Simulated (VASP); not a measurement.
# Ge in VASP: relaxing the cell with several functionals, part 2 of 2

VASP 6.6.1, plane waves, PAW. Earlier steps stand in the parts before.

### 4 Relaxing with LDA

Contents of INCAR:

```
ENCUT = 600.000000
SIGMA = 0.020000
EDIFF = 1.00e-07
EDIFFG = -5.00e-03
GGA = CA
PREC = Accurate
IBRION = 2
ISIF = 3
ISMEAR = -1
NBANDS = 21
NELM = 120
NSW = 40
LASPH = .TRUE.
LCHARG = .FALSE.
LWAVE = .FALSE.
LREAL = .FALSE.
```

Contents of KPOINTS:

```
KPOINTS created by Atomic Simulation Environment
0
Gamma
8 8 8
0 0 0
```

Contents of POSCAR:

```
Ge
 1.0000000000000000
    -0.0000000000000000    2.8806946027756952    2.8806946027756952
     2.8806946027756952    0.0000000000000000    2.8806946027756952
     2.8806946027756952    2.8806946027756952    0.0000000000000000
 Ge
   2
Cartesian
  0.0000000000000000 -0.0000000000000000  0.0000000000000000
  1.4403473013878476  1.4403473013878476  1.4403473013878476
```

Potentials: the recommended LDA PAW datasets, 28 valence electrons in the neutral cell.

OSZICAR:

```text
N       E                     dE             d eps       ncg     rms          rms(c)
DAV:   1     0.192889206912E+03    0.19289E+03   -0.15777E+04  1360   0.380E+03
DAV:   2     0.181495185492E+02   -0.17474E+03   -0.16930E+03  1228   0.631E+02
DAV:   3    -0.949054538583E+01   -0.27640E+02   -0.27437E+02  1428   0.149E+02
DAV:   4    -0.104697576483E+02   -0.97921E+00   -0.97869E+00  1371   0.322E+01
DAV:   5    -0.104858536426E+02   -0.16096E-01   -0.16095E-01  1428   0.448E+00    0.304E+00
DAV:   6    -0.103846899550E+02    0.10116E+00   -0.31359E-02  1348   0.166E+00    0.174E+00
DAV:   7    -0.103329206536E+02    0.51769E-01   -0.62491E-02  1301   0.194E+00    0.133E-01
DAV:   8    -0.103335527437E+02   -0.63209E-03   -0.52856E-03  1388   0.899E-01    0.446E-02
DAV:   9    -0.103335913210E+02   -0.38577E-04   -0.94096E-05  1538   0.128E-01    0.118E-02
DAV:  10    -0.103335899750E+02    0.13460E-05   -0.80308E-06  1789   0.315E-02    0.366E-03
DAV:  11    -0.103335898319E+02    0.14306E-06   -0.70481E-07  1165   0.604E-03    0.120E-03
DAV:  12    -0.103335898422E+02   -0.10254E-07   -0.22708E-08   859   0.170E-03
   1 F= -.10333590E+02 E0= -.10333472E+02  d E =-.103336E+02
       N       E                     dE             d eps       ncg     rms          rms(c)
DAV:   1    -0.132575821860E+02   -0.29240E+01   -0.32640E+01  1684   0.949E+01    0.103E+01
DAV:   2    -0.110805414363E+02    0.21770E+01   -0.29965E+00  1612   0.385E+01    0.486E+00
DAV:   3    -0.104316636230E+02    0.64888E+00   -0.74977E-01  1635   0.151E+01    0.142E+00
DAV:   4    -0.103773076126E+02    0.54356E-01   -0.84588E-02  1579   0.488E+00    0.380E-01
DAV:   5    -0.103762005430E+02    0.11071E-02   -0.20919E-03  1464   0.570E-01    0.159E-01
DAV:   6    -0.103761869917E+02    0.13551E-04   -0.13501E-04  1800   0.136E-01    0.279E-03
DAV:   7    -0.103761874246E+02   -0.43291E-06   -0.39525E-06  1325   0.215E-02    0.175E-03
DAV:   8    -0.103761873882E+02    0.36383E-07   -0.31240E-07  1440   0.109E-02
   2 F= -.10376187E+02 E0= -.10376174E+02  d E =-.425975E-01
       N       E                     dE             d eps       ncg     rms          rms(c)
DAV:   1    -0.105415347835E+02   -0.16535E+00   -0.21017E+00  1689   0.286E+01    0.233E+00
DAV:   2    -0.104219883094E+02    0.11955E+00   -0.14599E-01  1587   0.740E+00    0.116E+00
DAV:   3    -0.103837637738E+02    0.38225E-01   -0.58677E-02  1624   0.410E+00    0.271E-01
DAV:   4    -0.103810932903E+02    0.26705E-02   -0.73652E-03  1574   0.162E+00    0.602E-02
DAV:   5    -0.103810388785E+02    0.54412E-04   -0.58608E-04  1493   0.463E-01    0.462E-02
DAV:   6    -0.103810337957E+02    0.50828E-05   -0.43097E-05  1542   0.120E-01    0.304E-03
DAV:   7    -0.103810337949E+02    0.77944E-09   -0.23171E-06  1609   0.206E-02    0.499E-04
DAV:   8    -0.103810337975E+02   -0.25793E-08   -0.40834E-08   830   0.287E-03
   3 F= -.10381034E+02 E0= -.10380938E+02  d E =-.474440E-01
```

From OUTCAR:

```text
k-points           NKPTS =     29   k-points in BZ     NKDIM =     29   number of bands    NBANDS=     21

   NELECT =      28.0000    total number of electrons

   dimension x,y,z NGX =    36 NGY =   36 NGZ =   36
   dimension x,y,z NGXF=    72 NGYF=   72 NGZF=   72

  energy-cutoff  :      600.00
  volume of cell :       44.49
      direct lattice vectors                 reciprocal lattice vectors
    -0.000000000  2.812400327  2.812400327    -0.177784078  0.177784078  0.177784078
     2.812400327  0.000000000  2.812400327     0.177784078 -0.177784078  0.177784078
     2.812400327  2.812400327  0.000000000     0.177784078  0.177784078 -0.177784078

 k-points in reciprocal lattice and weights: KPOINTS created by Atomic Simulation Env
   0.00000000  0.00000000  0.00000000       0.002
   0.12500000  0.00000000  0.00000000       0.016
   0.25000000  0.00000000  0.00000000       0.016
   0.37500000  0.00000000  0.00000000       0.016
   0.50000000  0.00000000  0.00000000       0.008
   0.12500000  0.12500000  0.00000000       0.012
   0.25000000  0.12500000  0.00000000       0.047
   0.37500000  0.12500000  0.00000000       0.047
[... 21 more k-points ...]

 E-fermi :   4.9246

 k-point     1 :       0.0000    0.0000    0.0000
  band No.  band energies     occupation
      1     -20.0661      2.00000
      2     -20.0661      2.00000
      3     -20.0661      2.00000
      4     -20.0281      2.00000
      5     -20.0281      2.00000
      6     -19.8078      2.00000
      7     -19.8078      2.00000
      8     -19.8078      2.00000
      9     -19.7930      2.00000
     10     -19.7930      2.00000
     11      -8.0397      2.00000
     12       4.8988      1.56824
     13       4.8988      1.56824
     14       4.8988      1.56824
     15       4.9157      1.22042
     16       7.4324      0.00000
     17       7.4324      0.00000
     18       7.4324      0.00000
     19      11.1482      0.00000
     20      14.4953      0.00000
     21      14.4953      0.00000

 k-point     2 :       0.1250    0.0000    0.0000
  band No.  band energies     occupation
      1     -20.0746      2.00000
      2     -20.0746      2.00000
      3     -20.0635      2.00000
      4     -20.0162      2.00000
      5     -20.0162      2.00000
      6     -19.8200      2.00000
      7     -19.8200      2.00000
      8     -19.8108      2.00000
      9     -19.7826      2.00000
     10     -19.7826      2.00000
     11      -7.8464      2.00000
     12       2.5096      2.00000
     13       4.5549      2.00000
     14       4.5549      2.00000
     15       5.9110      0.00000
     16       7.8897      0.00000
     17       7.8897      0.00000
     18       8.3730      0.00000
     19      12.1152      0.00000
     20      13.5215      0.00000
     21      13.5215      0.00000

 k-point     3 :       0.2500    0.0000    0.0000
  band No.  band energies     occupation
      1     -20.0851      2.00000
      2     -20.0851      2.00000
      3     -20.0571      2.00000
      4     -19.9982      2.00000
      5     -19.9982      2.00000
      6     -19.8342      2.00000
      7     -19.8342      2.00000
      8     -19.8184      2.00000
      9     -19.7721      2.00000
     10     -19.7721      2.00000
     11      -7.2851      2.00000
     12       0.1131      2.00000
     13       3.9971      2.00000
     14       3.9971      2.00000
     15       5.5185      0.00000
     16       8.5258      0.00000
     17       8.5258      0.00000
     18      10.5162      0.00000
     19      12.7843      0.00000
     20      13.2604      0.00000
     21      13.2604      0.00000

[... the tables of k-points 4 to 29 left out ...]

  Total       -0.0064407     -0.0064407     -0.0064407     -0.0000000      0.0000000      0.0000000
  in kB       -0.2319438     -0.2319438     -0.2319438     -0.0000000      0.0000000      0.0000000
  external PRESSURE =      -0.2319438 kB  Pullay stress =       0.0000000 kB

 POSITION                                       TOTAL-FORCE (eV/Angst)
 -----------------------------------------------------------------------------------
      0.00000      0.00000      0.00000        -0.000000     -0.000000     -0.000000
      1.40620      1.40620      1.40620         0.000000      0.000000      0.000000
 -----------------------------------------------------------------------------------
    total drift:                                0.000000      0.000000      0.000000

  FREE ENERGIE OF THE ION-ELECTRON SYSTEM (eV)
  ---------------------------------------------------
  free  energy   TOTEN  =       -10.3810337975 eV

  energy  without entropy=      -10.3808426666  energy(sigma->0) =      -10.38093823
```

CONTCAR

```
Ge
   1.00000000000000
    -0.0000000000000000    2.8124003269214906    2.8124003269214906
     2.8124003269214906    0.0000000000000000    2.8124003269214906
     2.8124003269214906    2.8124003269214906    0.0000000000000000
  Ge
     2
Direct
     0.0000000000000000    0.0000000000000000    0.0000000000000000
     0.2500000000000000    0.2500000000000000    0.2500000000000000

  0.00000000E+00  0.00000000E+00  0.00000000E+00
  0.00000000E+00  0.00000000E+00  0.00000000E+00
```

|  | before | after | change |
| --- | --- | --- | --- |
| a (Å) | 5.761 | 5.625 | -2.37 % |
| volume (Å³/atom) | 23.905 | 22.245 | -6.94 % |
| shortest distance (Å) | 2.495 | 2.436 | -2.37 % |
| space group | Fd-3m | Fd-3m | same |

### 5 What came out

This closing draws on all 2 parts.

```
 level  a (Å)  volume (Å³/atom)  space group  Ansatz: volume (Å³/atom)
r2SCAN  5.675            22.843        Fd-3m                    22.831
PBEsol  5.674            22.830        Fd-3m                    22.841
   LDA  5.625            22.245        Fd-3m                    22.205
```

The r2SCAN run changed the volume by -4.4 % from its own start of 23.91 Å³/atom. The volume spreads over 2.7 %, from LDA to r2SCAN. A measured a is 5.6578 Å (quoted in “Tuning superconductivity in nanosecond laser annealed boron doped Si1-xGex epilayers”, 2024, arxiv:2404.02748); the misses are r2SCAN +0.3 %, PBEsol +0.3 %, LDA -0.6 %. 2 values of this kind are on record in papers (5.6578 to 5.658 Å); this one was drawn at random. The two programs differ by at most 0.18 % in volume, much less than the spread of the functionals. Datasets and cutoffs are each program's own. LDA means the Perdew–Zunger form in VASP and the Perdew–Wang form in Ansatz.
